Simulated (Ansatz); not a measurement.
# AlP: the cost of one run

Program: Ansatz 0.2.0. Level of theory: DFT r2SCAN, scalar-relativistic, plane waves, PAW. These are calculated values, not measurements.

The COD entry's cell or inner coordinates are ideal or old and differ from later refinements, so a difference from it is no clean test against experiment.

## 1. The starting structure

It takes space group F-43m (No. 216, cubic). Conventional cell: a = 5.451 Å, b = 5.451 Å, c = 5.451 Å, α = 90.00°, β = 90.00°, γ = 90.00°. Al (site symmetry -43m) is surrounded by 4 P at 2.36 Å. P (site symmetry -43m) is surrounded by 4 Al at 2.36 Å.

Structure file:

```xyz
2
Lattice="0.0000 2.7255 2.7255 2.7255 0.0000 2.7255 2.7255 2.7255 0.0000" Properties=species:S:1:pos:R:3 pbc="T T T"
Al    0.0000    0.0000    0.0000
P     4.0882    4.0882    4.0882
```

Source of the structure: the Crystallography Open Database.

## 2. Quick check of gap, pressure and forces

File input.yaml:

```yaml
crystal:
  lattice:
    - [0.0, 2.7255, 2.7255]
    - [2.7255, 0.0, 2.7255]
    - [2.7255, 2.7255, 0.0]
  atoms:
    - { symbol: Al, position: [0.0, 0.0, 0.0] }
    - { symbol: P, position: [0.75, 0.75, 0.75] }
basis:
  ecutwfc: 500
kpoints:
  mp_grid: { grid: [6, 6, 6] }
hamiltonian:
  xc: r2scan
scf:
  occupations: { method: gaussian, width: 0.1 }
output:
  forces: true
  stress: true
  eigenvalues: true
```

Launch:

```console
$ ansatz run input.yaml --threads 1 --pin off --max-ram 2560MiB --backend cpu --events-out ev --progress --plain --runs-dir out
```

What time and memory should one allow on 1 thread of Arm Neoverse V2, shared host?

About 1.8 s, with a peak of 0.37 GiB.
